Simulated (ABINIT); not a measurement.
# AgCl (Chlorargyrite) (Fm-3m) in ABINIT: equation of state

How stiff is AgCl (Chlorargyrite) in PBE, and what volume does it want? The cell is scaled to several volumes.

Program: ABINIT 10.8.3 (patched build). These are calculated values, not measurements. Logs are shortened: lines on timing, memory, paths and dates and some standing lists are left out, and cuts for length are marked. The log counts tension as positive stress, the text compression.

## Step 1: Starting point

Symmetry: Fm-3m, No. 225, cubic system. The conventional cell has a = 5.470 Å, b = 5.470 Å, c = 5.470 Å, α = 90.00°, β = 90.00°, γ = 90.00°. Around Ag (site symmetry m-3m) lie 6 Cl at 2.73 Å. Around Cl (site symmetry m-3m) lie 6 Ag at 2.73 Å.

## Step 2: Equation of state, PBE

Input file run.abi:

```
ndtset 7
getwfk -1
scalecart1 3*0.9795861087
scalecart2 3*0.9864848297
scalecart3 3*0.9932883884
scalecart4 3*1.0000000000
scalecart5 3*1.0066227096
scalecart6 3*1.0131594038
scalecart7 3*1.0196128224

pp_dirpath "./"
pseudos "Ag.GGA_PBE-JTH.xml, Cl.GGA_PBE-JTH.xml"

acell 3*1.0
rprim
     0.0000000000     5.1684009509     5.1684009509
     5.1684009509     0.0000000000     5.1684009509
     5.1684009509     5.1684009509     0.0000000000
ntypat 2
znucl 47 17
natom 2
typat 1 2
xred
     0.0000000000     0.0000000000     0.0000000000
     0.5000000000     0.5000000000     0.5000000000

ecut 25.0
pawecutdg 47.0

kptopt 1
ngkpt 8 8 8
nshiftk 1
shiftk 0.0 0.0 0.0

ixc 11

nband 13
occopt 3
tsmear 0.05 eV

nstep 100
tolvrs 1.0e-9

iomode 3
prtwf 1
prtden 0
prteig 0
prtebands 0
enunit 1
```

Potentials or basis: JTH PAW PBE v2.0.

Started as:

```sh
$ abinit run.abi > log 2>&1
```

run.abo:

```text
.Version 10.8.3 of ABINIT
 DATASET    1 : space group Fm -3 m (#225); Bravais cF (face-center cubic)
================================================================================
 Values of the parameters that define the memory need for DATASET  1.
     intxc =       0    ionmov =       0      iscf =      17    lmnmax =      18
     lnmax =       6     mgfft =      36  mpssoang =       3    mqgrid =    3001
     natom =       2  nloc_mem =       2    nspden =       1   nspinor =       1
    nsppol =       1      nsym =      48    n1xccc =       1    ntypat =       2
    occopt =       3   xclevel =       2
       mpw =        1565          nfft =       46656          nkpt =          29
 PAW method is used; the additional fine FFT grid is defined by:
   mgfftf=        48    nfftf =    110592
================================================================================
================================================================================
[... 71 lines left out ...]
 DATASET    7 : space group Fm -3 m (#225); Bravais cF (face-center cubic)
================================================================================
 Values of the parameters that define the memory need for DATASET  7.
     intxc =       0    ionmov =       0      iscf =      17    lmnmax =      18
     lnmax =       6     mgfft =      36  mpssoang =       3    mqgrid =    3001
     natom =       2  nloc_mem =       2    nspden =       1   nspinor =       1
    nsppol =       1      nsym =      48    n1xccc =       1    ntypat =       2
    occopt =       3   xclevel =       2
       mpw =        1768          nfft =       46656          nkpt =          29
 PAW method is used; the additional fine FFT grid is defined by:
   mgfftf=        48    nfftf =    110592
================================================================================
================================================================================

--------------------------------------------------------------------------------
------------- Echo of variables that govern the present computation ------------
--------------------------------------------------------------------------------
 -outvars: echo values of preprocessed input variables --------
            acell      1.0000000000E+00  1.0000000000E+00  1.0000000000E+00 Bohr
              amu      1.07868200E+02  3.54527000E+01
             ecut      2.50000000E+01 Hartree
           enunit           1
           getwfk          -1
              ixc          11
           jdtset        1    2    3    4    5    6    7
         kptrlatt        8    0    0      0    8    0      0    0    8
          kptrlen1     5.72801043E+01
          kptrlen2     5.76834986E+01
          kptrlen3     5.80813285E+01
          kptrlen4     5.84737818E+01
          kptrlen5     5.88610366E+01
          kptrlen6     5.92432619E+01
          kptrlen7     5.96206177E+01
            natom           2
            nband          13
[... 70 lines left out ...]

================================================================================

 chkinp: Checking input parameters for consistency, jdtset=   1.

 chkinp: Checking input parameters for consistency, jdtset=   2.
[... 46 lines left out ...]
 getcut: wavevector=  0.0000  0.0000  0.0000  ngfft=  48  48  48
         ecut(hartree)=     47.000   => boxcut(ratio)=   2.17227

--- Pseudopotential description ------------------------------------------------
- pspini: atom type   1  psp file is ./Ag.GGA_PBE-JTH.xml
 Pseudopotential format is: paw10
 basis_size (lnmax)=  6 (lmn_size= 18), orbitals=   0   0   1   1   2   2
 Spheres core radius: rc_sph= 2.51516130
 Shapefunction is BESSEL type: shapef(r,l)=aa(1,l)*jl(q(1,l)*r)+aa(2,l)*jl(q(2,l)*r)
 Radius for shape functions =  2.20290272
 Compensation charge density is not taken into account in XC energy/potential

- pspini: atom type   2  psp file is ./Cl.GGA_PBE-JTH.xml
 Pseudopotential format is: paw10
 basis_size (lnmax)=  4 (lmn_size=  8), orbitals=   0   0   1   1
 Spheres core radius: rc_sph= 1.80364889
 Shapefunction is SIN type: shapef(r)=[sin(pi*r/rshp)/(pi*r/rshp)]**2
 Radius for shape functions =  1.25423680
 Compensation charge density is not taken into account in XC energy/potential

   8.12577831E+02                                ecore*ucvol(ha*bohr**3)
--------------------------------------------------------------------------------

[... 1240 lines left out ...]
-Cartesian components of stress tensor (GPa)         [Pressure=  8.3511E-01 GPa]
- sigma(1 1)= -8.35108428E-01  sigma(3 2)=  0.00000000E+00
- sigma(2 2)= -8.35108428E-01  sigma(3 1)=  0.00000000E+00
- sigma(3 3)= -8.35108428E-01  sigma(2 1)=  0.00000000E+00

== END DATASET(S) ==============================================================
================================================================================

 -outvars: echo values of variables after computation  --------
            acell      1.0000000000E+00  1.0000000000E+00  1.0000000000E+00 Bohr
           etotal1    -5.3371308938E+01
           etotal2    -5.3372740878E+01
           etotal3    -5.3373874790E+01
           etotal4    -5.3374741913E+01
           etotal5    -5.3375371204E+01
           etotal6    -5.3375799624E+01
           etotal7    -5.3376048196E+01
            fcart1    -0.0000000000E+00 -0.0000000000E+00 -0.0000000000E+00
                      -0.0000000000E+00 -0.0000000000E+00 -0.0000000000E+00
            fcart2    -0.0000000000E+00 -0.0000000000E+00 -0.0000000000E+00
                      -0.0000000000E+00 -0.0000000000E+00 -0.0000000000E+00
            fcart3    -0.0000000000E+00 -0.0000000000E+00 -0.0000000000E+00
                      -0.0000000000E+00 -0.0000000000E+00 -0.0000000000E+00
            fcart4    -0.0000000000E+00 -0.0000000000E+00 -0.0000000000E+00
                      -0.0000000000E+00 -0.0000000000E+00 -0.0000000000E+00
            fcart5    -0.0000000000E+00 -0.0000000000E+00 -0.0000000000E+00
                      -0.0000000000E+00 -0.0000000000E+00 -0.0000000000E+00
[... 38 lines left out ...]
                       0.0000000000E+00  0.0000000000E+00  0.0000000000E+00
           xangst1     0.0000000000E+00  0.0000000000E+00  0.0000000000E+00
                       2.6791680055E+00  2.6791680055E+00  2.6791680055E+00
           xangst2     0.0000000000E+00  0.0000000000E+00  0.0000000000E+00
                       2.6980360074E+00  2.6980360074E+00  2.6980360074E+00
           xangst3     0.0000000000E+00  0.0000000000E+00  0.0000000000E+00
                       2.7166437405E+00  2.7166437405E+00  2.7166437405E+00
           xangst4     0.0000000000E+00  0.0000000000E+00  0.0000000000E+00
                       2.7349999982E+00  2.7349999982E+00  2.7349999982E+00
           xangst5     0.0000000000E+00  0.0000000000E+00  0.0000000000E+00
                       2.7531131089E+00  2.7531131089E+00  2.7531131089E+00
           xangst6     0.0000000000E+00  0.0000000000E+00  0.0000000000E+00
                       2.7709909675E+00  2.7709909675E+00  2.7709909675E+00
           xangst7     0.0000000000E+00  0.0000000000E+00  0.0000000000E+00
                       2.7886410674E+00  2.7886410674E+00  2.7886410674E+00
             xred      0.0000000000E+00  0.0000000000E+00  0.0000000000E+00
                       5.0000000000E-01  5.0000000000E-01  5.0000000000E-01
 Calculation completed.
```

It took 2.4 min on 1 thread of Arm Neoverse V1, shared host; peak memory 0.17 GiB.

Results:

| Property | Result |
| --- | --- |
| Equilibrium volume | 22.15 Å³/atom (rough: see the caveat) |
| Bulk modulus | 39 GPa (rough) |

Energy against volume, from the lowest point:
```tsv
volume (Å³/atom)	energy (meV/atom)
19.231	64.48
19.640	45.00
20.049	29.57
20.458	17.77
20.868	9.21
21.277	3.38
21.686	0.00
```

Caveat: pressures at fixed basis lie under the slope of the energies; the minimum lies outside the volumes run.
